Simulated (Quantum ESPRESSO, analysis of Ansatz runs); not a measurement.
# HfO2 (P2_1/c), nudged elastic band: V_O hop (2.6 Å) (q = 0) (Quantum ESPRESSO), part 3 of 3

Wanted: path and barrier of a jump of O in HfO2 (P2_1/c) at charge 0. The case: V_O hop (2.6 Å), in a cell of 48 host atoms with 1 O taken out.

Quantum ESPRESSO 7.5; Quantum ESPRESSO plane-wave DFT, PBEsol, GBRV 1.5 PBEsol potentials; nudged elastic band between two relaxed defect structures.

So far: The structure; Relaxation of the start point, charge 0; Relaxation of the end point, charge 0.

## (4) Nudged elastic band, charge 0

3 movable images are laid between the ends by interpolation. Each image feels the true force across the path and a spring force along it. The highest image is set to climb to the top of the path.

This step: Quantum ESPRESSO plane-wave DFT, PBEsol, GBRV 1.5 PBEsol potentials; nudged elastic band between two relaxed defect structures.

neb.in reads:

```
BEGIN
BEGIN_PATH_INPUT
&PATH
  restart_mode = 'from_scratch'
  string_method = 'neb'
  nstep_path = 45
  ds = 1.5
  opt_scheme = 'broyden'
  num_of_images = 5
  k_max = 0.3
  k_min = 0.2
  CI_scheme = 'auto'
  path_thr = 0.06
/
END_PATH_INPUT
BEGIN_ENGINE_INPUT
&CONTROL
  prefix = 'pwscf'
  outdir = './tmp'
  pseudo_dir = './pseudo'
  disk_io = 'low'
/
&SYSTEM
  ibrav = 0
  nat = 47
  ntyp = 2
  ecutwfc = 36
  ecutrho = 288
  nbnd = 193
  occupations = 'fixed'
  nosym = .true.
/
&ELECTRONS
  conv_thr = 5d-08
  electron_maxstep = 100
  mixing_beta = 0.5
/
ATOMIC_SPECIES
Hf   178.4900 hf_pbesol_v1.uspp.F.UPF
O     15.9990 o_pbesol_v1.2.uspp.F.UPF
CELL_PARAMETERS angstrom
  -5.9416700219    5.1632183080    5.1583953540
   4.2040263251   -5.1632183080    5.1655566081
   5.9416700219    5.1632183080   -5.1583953540
BEGIN_POSITIONS
FIRST_IMAGE
ATOMIC_POSITIONS crystal
Hf     0.0829432283    0.4913647877    0.8655254668
Hf     0.0828065469    0.9929762559    0.3672769097
Hf     0.5822176693    0.4916208202    0.3671134502
Hf     0.5820990084    0.9917633091    0.8656589357
Hf     0.3760441965    0.2581379903    0.8398552219
Hf     0.3747990084    0.7579116212    0.3398705033
Hf     0.8748557889    0.2568602834    0.3396077267
Hf     0.8738476452    0.7567480954    0.8406923251
Hf     0.4179395196    0.0070642306    0.1329545962
Hf     0.4176114806    0.5057886010    0.6323367881
Hf     0.9172665370    0.0070837235    0.6335189138
Hf     0.9173166989    0.5071653935    0.1330813678
Hf     0.1255523452    0.2420730947    0.1597957294
Hf     0.1267032941    0.7423455269    0.6607156766
Hf     0.6254788627    0.2433681735    0.6597276622
Hf     0.6259931208    0.7426152563    0.1604734370
O      0.3647588471    0.2160221478    0.5942302249
O      0.3627100247    0.7145236599    0.0950627119
O      0.8621540136    0.2143355130    0.0950537076
O      0.8576012097    0.7082703056    0.5959536998
O      0.3818001705    0.0365134521    0.8983378127
O      0.3823943146    0.5351621432    0.3988929965
O      0.8805350315    0.0350434082    0.3970549260
O      0.8745591811    0.5309265005    0.8882483526
O      0.1376077352    0.2843398004    0.4040124167
O      0.1388449503    0.7839747011    0.9044879305
O      0.6389164159    0.2851816710    0.9051392940
O      0.6385066963    0.7856732760    0.4052059163
O      0.1196241768    0.4654648118    0.1032332250
O      0.1181779006    0.9626058036    0.6019439222
O      0.6197662161    0.9646495222    0.1018317456
O      0.3376628999    0.2071562691    0.1929308333
O      0.3380704333    0.7092154335    0.6911554941
O      0.8379542180    0.2069214149    0.6929759926
O      0.8380408551    0.7077554494    0.1941203080
O      0.4860425116    0.0426749677    0.3797637469
O      0.4892680139    0.5424363111    0.8808859017
O      0.9868986510    0.0432244567    0.8800611380
O      0.9841338805    0.5418606585    0.3788829453
O      0.1632026255    0.2919238489    0.8052783295
O      0.1612286084    0.7916392093    0.3031354158
O      0.6633721060    0.2921301346    0.3113055208
O      0.6606039981    0.7889494487    0.7995264715
O      0.0180568919    0.4575643719    0.6203669300
O      0.0116818901    0.9575449647    0.1198346065
O      0.5129319342    0.4571254434    0.1200668360
O      0.5097979165    0.9589499812    0.6188204149
INTERMEDIATE_IMAGE
ATOMIC_POSITIONS crystal
Hf     0.0826687244    0.4915124206    0.8658347499
Hf     0.0826931845    0.9929323240    0.3673090604
[... 45 atom lines left out ...]
INTERMEDIATE_IMAGE
ATOMIC_POSITIONS crystal
Hf     0.0824538287    0.4916696403    0.8661499947
Hf     0.0828007605    0.9930650378    0.3674922284
[... 45 atom lines left out ...]
INTERMEDIATE_IMAGE
ATOMIC_POSITIONS crystal
Hf     0.0822409175    0.4918220590    0.8664618633
Hf     0.0828866492    0.9931818934    0.3676487868
[... 45 atom lines left out ...]
LAST_IMAGE
ATOMIC_POSITIONS crystal
Hf     0.0820120623    0.4919817193    0.8667903906
Hf     0.0829462131    0.9932805560    0.3677917941
[... 2 atom lines left out ...]
Hf     0.3731959493    0.2555602948    0.8382043721
[... 4 atom lines left out ...]
Hf     0.4159305614    0.5066655989    0.6331174710
[... 4 atom lines left out ...]
Hf     0.6249196326    0.2416066642    0.6600404549
[... 1 atom line left out ...]
O      0.6125003109    0.4579862719    0.6009428564
[... 4 atom lines left out ...]
O      0.3790999433    0.5336836593    0.3954468077
[... 1 atom line left out ...]
O      0.8798686387    0.5350418322    0.8970673052
O      0.1422266397    0.2809449449    0.4067154373
[... 1 atom line left out ...]
O      0.6359975066    0.2849549252    0.9032547575
[... 4 atom lines left out ...]
O      0.3371180628    0.2065618194    0.1918453045
[... 3 atom lines left out ...]
O      0.4841173302    0.0423744776    0.3799506949
O      0.4895344303    0.5392831238    0.8787412222
[... 5 atom lines left out ...]
O      0.6628981895    0.7931305316    0.8052756191
[... 3 atom lines left out ...]
O      0.5124892809    0.9569437534    0.6194941414
END_POSITIONS
K_POINTS gamma
END_ENGINE_INPUT
END
```

Launch:

```console
$ OMP_NUM_THREADS=1 mpirun -n 4 neb.x -ni 2 -inp neb.in > neb.out
```

Log:

```text
[shortened: banners, details of potentials and solvers, and blank lines are left out]
[banner, memory and clock lines left out]
     path-images division:  nimage    =       2
     initial path length           =  4.7988 bohr
     initial inter-image distance  =  1.1997 bohr
     string_method                 =    neb
     restart_mode                  =    from_scratch
     opt_scheme                    =    broyden
     num_of_images                 =    5
     nstep_path                    =    45
     CI_scheme                     =    auto
     first_last_opt                =    F
     use_freezing                  =    F
     ds                            =    1.5000 a.u.
     k_max                         =    0.3000 a.u.
     k_min                         =    0.2000 a.u.
     path_thr                      =    0.0600 eV / A
     ------------------------------ iteration   1 ------------------------------
     activation energy (->) =   4.008429 eV
     activation energy (<-) =   4.007159 eV
     image        energy (eV)        error (eV/A)        frozen
         1     -48209.5187631            0.024550            T
         2     -48207.5360039            2.764073            F
         3     -48205.5103342            5.155372            F
         4     -48207.6441953            2.909949            F
         5     -48209.5174928            0.026573            T
     climbing image =  3
     path length          =  4.799 bohr
     inter-image distance =  1.200 bohr
     ------------------------------ iteration   2 ------------------------------
     activation energy (->) =   3.247578 eV
     activation energy (<-) =   3.246307 eV
     image        energy (eV)        error (eV/A)        frozen
         1     -48209.5187631            0.024550            T
         2     -48207.7637216            0.856391            F
         3     -48206.2711856            2.321049            F
         4     -48208.0338177            0.874058            F
         5     -48209.5174928            0.026573            T
     climbing image =  3
     path length          =  4.967 bohr
[...]
------------------------------ iteration   3 ------------------------------
     activation energy (->) =   3.003674 eV
     activation energy (<-) =   3.002404 eV
     image        energy (eV)        error (eV/A)        frozen
         1     -48209.5187631            0.024550            T
         2     -48207.7992920            0.713253            F
         3     -48206.5150892            1.122319            F
         4     -48208.0984399            0.672410            F
         5     -48209.5174928            0.026573            T
     climbing image =  3
     path length          =  4.961 bohr
[...]
------------------------------ iteration   4 ------------------------------
     activation energy (->) =   2.895634 eV
     activation energy (<-) =   2.894364 eV
     image        energy (eV)        error (eV/A)        frozen
         1     -48209.5187631            0.024550            T
         2     -48207.8433115            0.580186            F
         3     -48206.6231292            0.577786            F
         4     -48208.1351985            0.579253            F
         5     -48209.5174928            0.026573            T
     climbing image =  3
     path length          =  5.059 bohr
[...]
------------------------------ iteration   5 ------------------------------
     activation energy (->) =   2.837807 eV
     activation energy (<-) =   2.836537 eV
     image        energy (eV)        error (eV/A)        frozen
         1     -48209.5187631            0.024550            T
         2     -48207.9350955            0.594331            F
         3     -48206.6809562            0.704350            F
         4     -48208.1481440            0.506543            F
         5     -48209.5174928            0.026573            T
     climbing image =  3
     path length          =  5.173 bohr
[...]
------------------------------ iteration   6 ------------------------------
     activation energy (->) =   2.810646 eV
     activation energy (<-) =   2.809376 eV
     image        energy (eV)        error (eV/A)        frozen
         1     -48209.5187631            0.024550            T
         2     -48208.0304087            0.354464            F
         3     -48206.7081171            0.471418            F
         4     -48208.1678956            0.434175            F
         5     -48209.5174928            0.026573            T
     climbing image =  3
     path length          =  5.198 bohr
[...]
------------------------------ iteration   7 ------------------------------
     activation energy (->) =   2.740631 eV
     activation energy (<-) =   2.739360 eV
     image        energy (eV)        error (eV/A)        frozen
         1     -48209.5187631            0.024550            T
         2     -48208.2661691            0.380535            F
         3     -48206.7781324            0.704404            F
         4     -48208.1577482            0.480671            F
         5     -48209.5174928            0.026573            T
     climbing image =  3
     path length          =  5.496 bohr
[...]
------------------------------ iteration   8 ------------------------------
     activation energy (->) =   2.721247 eV
     activation energy (<-) =   2.719976 eV
     image        energy (eV)        error (eV/A)        frozen
         1     -48209.5187631            0.024550            T
         2     -48208.2648156            0.165180            F
         3     -48206.7975166            0.241523            F
         4     -48208.1914655            0.177614            F
         5     -48209.5174928            0.026573            T
     climbing image =  3
     path length          =  5.455 bohr
[...]
------------------------------ iteration   9 ------------------------------
     activation energy (->) =   2.714200 eV
     activation energy (<-) =   2.712929 eV
     image        energy (eV)        error (eV/A)        frozen
         1     -48209.5187631            0.024550            T
         2     -48208.2550933            0.137669            F
         3     -48206.8045635            0.221076            F
         4     -48208.2105086            0.173119            F
         5     -48209.5174928            0.026573            T
     climbing image =  3
     path length          =  5.440 bohr
[...]
------------------------------ iteration  10 ------------------------------
     activation energy (->) =   2.694636 eV
     activation energy (<-) =   2.693365 eV
     image        energy (eV)        error (eV/A)        frozen
         1     -48209.5187631            0.024550            T
         2     -48208.2737680            0.144244            F
         3     -48206.8241274            0.276098            F
         4     -48208.2332688            0.200284            F
         5     -48209.5174928            0.026573            T
     climbing image =  3
     path length          =  5.519 bohr
[...]
------------------------------ iteration  11 ------------------------------
     activation energy (->) =   2.678580 eV
     activation energy (<-) =   2.677309 eV
     image        energy (eV)        error (eV/A)        frozen
         1     -48209.5187631            0.024550            T
         2     -48208.2593231            0.147355            F
         3     -48206.8401836            0.129828            F
         4     -48208.2809739            0.219089            F
         5     -48209.5174928            0.026573            T
     climbing image =  3
     path length          =  5.717 bohr
[...]
------------------------------ iteration  12 ------------------------------
     activation energy (->) =   2.676606 eV
     activation energy (<-) =   2.675336 eV
     image        energy (eV)        error (eV/A)        frozen
         1     -48209.5187631            0.024550            T
         2     -48208.2641152            0.122209            F
         3     -48206.8421568            0.090384            F
         4     -48208.3017235            0.131331            F
         5     -48209.5174928            0.026573            T
     climbing image =  3
     path length          =  5.739 bohr
[...]
------------------------------ iteration  13 ------------------------------
     activation energy (->) =   2.674209 eV
     activation energy (<-) =   2.672939 eV
     image        energy (eV)        error (eV/A)        frozen
         1     -48209.5187631            0.024550            T
         2     -48208.2697983            0.091700            F
         3     -48206.8445540            0.074094            F
         4     -48208.3070558            0.083671            F
         5     -48209.5174928            0.026573            T
     climbing image =  3
     path length          =  5.721 bohr
[...]
------------------------------ iteration  14 ------------------------------
     activation energy (->) =   2.669060 eV
     activation energy (<-) =   2.667790 eV
     image        energy (eV)        error (eV/A)        frozen
         1     -48209.5187631            0.024550            T
         2     -48208.2721467            0.078038            F
         3     -48206.8497031            0.045823            F
         4     -48208.3155009            0.090021            F
         5     -48209.5174928            0.026573            T
     climbing image =  3
     path length          =  5.648 bohr
[...]
------------------------------ iteration  15 ------------------------------
     activation energy (->) =   2.668296 eV
     activation energy (<-) =   2.667026 eV
     image        energy (eV)        error (eV/A)        frozen
         1     -48209.5187631            0.024550            T
         2     -48208.2645033            0.041516            F
         3     -48206.8504672            0.039569            F
         4     -48208.3103584            0.066053            F
         5     -48209.5174928            0.026573            T
     climbing image =  3
     path length          =  5.636 bohr
[...]
------------------------------ iteration  16 ------------------------------
     activation energy (->) =   2.667205 eV
     activation energy (<-) =   2.665935 eV
     image        energy (eV)        error (eV/A)        frozen
         1     -48209.5187631            0.024550            T
         2     -48208.2527850            0.040914            F
         3     -48206.8515581            0.029770            F
         4     -48208.3010551            0.042919            F
         5     -48209.5174928            0.026573            T
     climbing image =  3
     path length          =  5.619 bohr
     inter-image distance =  1.405 bohr
     neb: convergence achieved in  16 iterations
```

Run time: 30 min. Hardware: 4 MPI ranks of Arm Neoverse V1, shared host; peak memory 2.4 GiB.

The path, image by image:

```csv
image,path (Å),energy (eV),"O17: x, y, z (Å)"
0,0.000,0.0000,"2.272, 3.836, -0.068"
1,0.755,1.2660,"1.937, 3.621, 0.478"
2,1.373,2.6672,"1.801, 3.573, 1.026"
3,2.092,1.2177,"1.748, 3.637, 1.706"
4,2.973,0.0013,"1.857, 3.901, 2.425"
```

Numbers from this step:

```
barrier forward  : 2.667 eV
barrier backward : 2.666 eV
end less start   : 0.001270 eV
hop length       : 2.528 Å
```

The band met its tolerance of 0.06 eV/Å after 16 iterations, with image 2 on top (the start counts as 0). O17, which moves farthest between the ends, has 4 Hf at 2.15 to 2.19 Å nearest at the start and 2 Hf at 1.96 Å at the top.

## (5) Results

| Quantity | Value |
| --- | --- |
| barrier forward | 2.67 eV |
| barrier backward | 2.67 eV |
| end less start | 0.00 eV |
| hop length | 2.53 Å |
| band iterations, as the log counts them | 16 |

**Reading.** The top of the band lies 2.67 eV above the start and 2.67 eV above the end. With an assumed prefactor of 1e13 per second it gives one hop a second along this one path at about 1030 K; whether such hops link up through the crystal wasn't checked. At the top O17 stands 1.96 Å from its nearest Hf, 0.19 Å closer than at the start. The order of the top as a saddle was not checked for all atoms, so a bent path could be lower. Keep in mind: sampling at the zone centre alone can move energies of charged and open-shell states by tenths of an eV or more in cells of this size; periodic copies of the defect are only 8.4 Å apart; spin–orbit coupling, which can matter with heavy atoms, is left out. The cutoff of 36 Ry is under the 40 Ry advised for these potentials.

[Logs are printed without paths, hosts, clocks, repeated set-up lines and the standing remarks that a program may print on its own settings, such as how far it seeks lower states.]

[Hosts, paths, dates, database ids (printed as entryN), source tags and the programs' standing remarks are cut or masked in the printed files.]
